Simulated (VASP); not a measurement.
A run of VASP 6.6.1 is set up as follows.

File INCAR:

```
SYSTEM = CdS
PREC = Accurate
ENCUT = 520
EDIFF = 1E-7
ISMEAR = 0
SIGMA = 0.02
LREAL = .False.
LASPH = .True.
NELM = 80
ALGO = Normal
ISIF = 3
LWAVE = .False.
LCHARG = .False.
GGA = PE
IBRION = 2
NSW = 80
EDIFFG = -0.002
```

The input KPOINTS:

```
regular mesh
0
Gamma
  4 4 4
  0 0 0
```

Contents of POSCAR:

```
CdS
1.0
    0.0000000000      2.9165000000      2.9165000000
    2.9165000000      0.0000000000      2.9165000000
    2.9165000000      2.9165000000      0.0000000000
Cd S
1 1
Direct
    0.0000000000      0.0000000000      0.0000000000
    0.2500000000      0.2500000000      0.2500000000
```

Potentials or basis: VASP PAW PBE potentials, release 64 (Cd, S).

Command:

```sh
$ cat potpaw_PBE.64/Cd/POTCAR potpaw_PBE.64/S/POTCAR > POTCAR
$ mpirun -np 1 vasp_std > vasp.out
```

Q: Estimate the relaxed volume.

A: 26.22 Å³/atom.

Q: What does it give for the space group after relaxing (to 0.05 Å)?

A: F-43m (No. 216).

Final structure:
```cif
data_structure
_symmetry_space_group_name_H-M 'P 1'
_symmetry_Int_Tables_number 1
_cell_length_a 4.2014
_cell_length_b 4.2014
_cell_length_c 4.2014
_cell_angle_alpha 60.000
_cell_angle_beta 60.000
_cell_angle_gamma 60.000
_cell_volume 52.44
loop_
_atom_site_label
_atom_site_type_symbol
_atom_site_fract_x
_atom_site_fract_y
_atom_site_fract_z
_atom_site_occupancy
Cd1 Cd 0.00000 0.00000 0.00000 1
S1 S 0.25000 0.25000 0.25000 1
```

Caveat: the k mesh is coarse (spacing up to 0.47 Å⁻¹), so the values aren't converged. PBE usually gives volumes a little too large and moduli too small.
